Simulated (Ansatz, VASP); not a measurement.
# SrCl2: VASP beside Ansatz

```
Sr Cl
1.0
     0.00000    3.51245    3.51245
     3.51245    0.00000    3.51245
     3.51245    3.51245    0.00000
Sr Cl
1 2
Direct
  0.00000 0.00000 0.00000
  0.25000 0.25000 0.25000
  0.75000 0.75000 0.75000
```

The cell was built by a generator and isn't the measured one.

Alike in both runs: task single point; functional LDA; k mesh 4 × 4 × 4; occupations gaussian, width 0.05 eV; no spin polarisation.

```csv
,VASP,Ansatz
version,VASP 6.6.1,Ansatz 0.2.0
potentials or method,"VASP PAW LDA potentials, release 64 (Sr_sv, Cl)","scalar-relativistic, plane waves, PAW"
plane-wave cutoff (eV),520,420
valence electrons in the cell,24,24
```

Ansatz gave:

* gap on the k mesh at the Fermi level (eV): 4.80
* least direct gap on the mesh (eV): 5.14
* pressure (GPa): -3.4

Estimate VASP's values.

gap on the k mesh at the Fermi level (eV): 4.81; least direct gap on the mesh (eV): 5.15; pressure (GPa): -3.3.

A k mesh can miss the band edges. As with any semilocal functional, this LDA gap is likely too small.
